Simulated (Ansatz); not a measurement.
Crystal: C.

```xyz
12
Lattice="2.5221 0.0000 0.0000 -1.2611 2.1842 0.0000 0.0000 0.0000 12.3557" Properties=species:S:1:pos:R:3 pbc="T T T"
C     1.2611    0.7281    4.3760
C     0.0000    1.4561   10.5539
C     1.2611    0.7281    1.8018
C     0.0000    1.4561    7.9797
C     1.2611    0.7281    5.9205
C     0.0000    1.4561   12.0983
C     1.2611    0.7281    0.2574
C     0.0000    1.4561    6.4352
C     0.0000    0.0000   10.0390
C     0.0000    0.0000    3.8612
C     0.0000    0.0000    8.4945
C     0.0000    0.0000    2.3167
```

This is a hexagonal form of diamond, not graphite.

- Program: Ansatz 0.2.0
- Task: relaxation of cell and atoms
- Functional: revPBE
- Potentials or basis: Ansatz PAW
- Cutoff: 420 eV (not typed: the program's choice for these potentials)
- k mesh: 12 × 12 × 3
- Occupations: fermi-dirac, width 0.05 eV
- Spin: no spin polarisation

At the start: volume 5.67 Å³/atom.

**Question.** Where does the relaxation end?

**Answer.** It ends after 7 steps and the volume is 5.76 Å³/atom (+1.5 %); space group P6_3/mmc (No. 194, to 0.05 Å).

Step by step:
```tsv
step	energy change (eV)	largest force (eV/Å)	volume (Å³)
1	0.0000	0.3298	68.06
2	-0.0279	0.3220	68.70
3	-0.0327	0.1198	69.05
4	-0.0331	0.0073	69.09
5	-0.0393	0.0068	69.09
6	-0.0391	0.0008	69.11
7	-0.0393	0.0009	69.11
```

Final structure:
```
C
1.0
     2.52954    0.00000    0.00000
    -1.26477    2.19065    0.00000
     0.00000    0.00000   12.47259
C
12
Direct
  0.66667 0.33333 0.35490
  0.33333 0.66667 0.85490
  0.66667 0.33333 0.14510
  0.33333 0.66667 0.64510
  0.66667 0.33333 0.47923
  0.33333 0.66667 0.97923
  0.66667 0.33333 0.02077
  0.33333 0.66667 0.52077
  0.00000 0.00000 0.81314
  0.00000 0.00000 0.31314
  0.00000 0.00000 0.68686
  0.00000 0.00000 0.18686
```

Caveat: the plane-wave basis is chosen anew once the cell has moved, so the energies of steps on either side of that aren't comparable; the pressure holds a Pulay correction of +0.9 GPa for the finite cutoff; the PAW data sets come from PBE, with cores solved anew for the run's functional, which leaves a small shift of forces and pressure.
